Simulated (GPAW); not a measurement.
Wanted: an ASE script for a GPAW 26.7.0 run.

```yaml
Task: equation of state
Functional: LDA
Potentials_or_basis: PAW data sets generated in the run's folder for this functional
Cutoff: 800 eV
Basis: pw
k_mesh: 6 × 6 × 3
Occupations: fermi-dirac, width 0.05 eV
Spin: no spin polarisation
Maxiter: 150
Eos_scales: "[0.94, 0.96, 0.98, 1.0, 1.02, 1.04, 1.06]"
```

The structure of ZnO (zincite) lies in POSCAR:

```
ZnO
1.0
    3.2493080000      0.0000000000      0.0000000000
   -1.6246540000      2.8139832727      0.0000000000
    0.0000000000      0.0000000000      5.2057090000
Zn O
2 2
Direct
    0.6666666667      0.3333333333      0.0000000000
    0.3333333333      0.6666666667      0.5000000000
    0.3333333333      0.6666666667      0.8790100000
    0.6666666667      0.3333333333      0.3790100000
```

The input as run:

run.py

```python
from ase.eos import EquationOfState
from ase.io import Trajectory, read
from ase.units import GPa
from gpaw import GPAW, PW, setup_paths

setup_paths.insert(0, '.')

atoms = read('POSCAR')

traj = Trajectory('eos.traj', 'w')
volumes, energies = [], []
for x in [0.94, 0.96, 0.98, 1.0, 1.02, 1.04, 1.06]:
    a = atoms.copy()
    a.set_cell(atoms.cell * x**(1 / 3), scale_atoms=True)
    calc = GPAW(mode=PW(800),
                xc='LDA',
                kpts={'size': (6, 6, 3), 'gamma': True},
                occupations={'name': 'fermi-dirac', 'width': 0.05},
                nbands=31,
                convergence={'density': 1e-05, 'energy': 1e-05},
                maxiter=150,
                txt=f'eos-{x:.2f}.txt')
    a.calc = calc
    energies.append(a.get_potential_energy(force_consistent=True))
    volumes.append(a.get_volume())
    p = -a.get_stress()[:3].mean() / GPa
    calc.write(f'eos-{x:.2f}.gpw')
    traj.write(a)
    print(f'{x:.2f} {volumes[-1]:10.4f} A^3 {energies[-1]:14.6f} eV {p:9.3f} GPa', flush=True)

v0, e0, B = EquationOfState(volumes, energies, eos='birchmurnaghan').fit()
print(f'V0 = {v0:.4f} A^3, E0 = {e0:.6f} eV, B0 = {B / GPa:.2f} GPa')
```

Potentials or basis: PAW data sets generated in the run's folder for this functional, pw.

The run is started by

```sh
$ gpaw-setup -f LDA O Zn
$ OMP_NUM_THREADS=1 python run.py
```

It gave:

```json
{
 "Equilibrium volume": "11.23 Å³/atom",
 "Bulk modulus at fixed shape and positions": "162 GPa",
 "Pressure derivative of the bulk modulus": "4.5"
}
```

Caveat: the k mesh is coarse (spacing up to 0.40 Å⁻¹), so the values aren't converged; the cell was scaled at fixed shape and fractional positions, which overstates the stiffness of a crystal with free parameters, most of all of layers and chains.

Run time: 3.4 min on 1 thread of Arm Neoverse V1, on a shared host, peak memory 0.32 GiB.
